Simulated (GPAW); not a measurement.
Here is a GPAW 26.7.0 calculation.

Contents of run.py:

```python
from ase import Atoms
from ase.filters import FrechetCellFilter
from ase.io import write
from ase.optimize import BFGS
from gpaw import GPAW, PW, setup_paths

setup_paths.insert(0, '.')

atoms = Atoms(['W'],
              cell=[[-1.582345, 1.582345, 1.582345],
                    [1.582345, -1.582345, 1.582345],
                    [1.582345, 1.582345, -1.582345]],
              scaled_positions=[[0.0, 0.0, 0.0]],
              pbc=True)

calc = GPAW(mode=PW(600),
            xc='PBEsol',
            kpts={'size': (12, 12, 12), 'gamma': True},
            occupations={'name': 'fermi-dirac', 'width': 0.05},
            nbands=16,
            convergence={'density': 1e-05, 'forces': 0.0001},
            maxiter=150,
            txt='gpaw.txt')
atoms.calc = calc
opt = BFGS(FrechetCellFilter(atoms), trajectory='relax.traj', logfile='-')
done = opt.run(fmax=0.02, steps=60)
calc.write('gs.gpw')
write('result.traj', atoms)
print('Converged:', done)
print('Cell:', atoms.cell.cellpar().round(4))
print('Volume:', round(atoms.get_volume(), 4))
print(atoms.get_scaled_positions().round(5))
```

Potentials or basis: PAW data sets generated in the run's folder for this functional, pw.

Launch:

```console
$ gpaw-setup -f PBEsol W
$ OMP_NUM_THREADS=1 python run.py
```

Task: Predict the space group after relaxing (to 0.05 Å).

Result: Im-3m (No. 229).

Task: Predict the band gap on the k mesh.

Result: None (metal or under the smearing width).

Step by step:
```tsv
step	energy change (eV)	largest force (eV/Å)	pressure (GPa)	volume (Å³)
1	0.0000	0.0000	-3.28	15.85
2	-0.0014	0.0000	1.08	15.63
3	-0.0016	0.0000	-0.01	15.68
```

Caveat: later steps reuse the first step's grids. Spin-orbit coupling is left out, which matters for the levels of W.
